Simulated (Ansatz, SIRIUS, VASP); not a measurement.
# In: programs and potentials compared

```
CELL_PARAMETERS angstrom
-1.62547 1.62547 2.47370
1.62547 -1.62547 2.47370
1.62547 1.62547 -2.47370
ATOMIC_POSITIONS crystal
In 0.00000 0.00000 0.00000
```

Alike in all runs: task single point; functional PBEsol; k mesh 11 × 11 × 11; occupations fermi-dirac, width 0.05 eV; no spin polarisation; no spin-orbit coupling. Pressure is positive in compression and, in plane waves, holds the error of the finite cutoff, which Ansatz's Pulay term estimates and takes out.

```
                                        program and potentials  plane-wave cutoff (eV)                                                                                   notes  pressure (GPa)
                                            Ansatz, Ansatz PAW                     420  potentials made for PBE, which Ansatz adapts in part; Pulay term of +0.04 GPa included           -0.92
                              VASP, PBE PAW files In_d, 520 eV                     520                                                                 potentials made for PBE           -0.97
                Ansatz, all-electron LAPW, scalar-relativistic                       -                                                                                       -           -0.92
SIRIUS, PseudoDojo 0.4.1 PBEsol standard (scalar relativistic)                     960                                                                                       -           -0.90
```

The pressure spans -0.97 (VASP, PBE PAW files In_d, 520 eV) to -0.90 GPa (SIRIUS, PseudoDojo 0.4.1 PBEsol standard (scalar relativistic)), with all-electron results at -0.92.

Differences between rows come from potentials, basis sets and numerical settings, since the functional is the same but for its coding. Runs on potential files found faulty are left out.
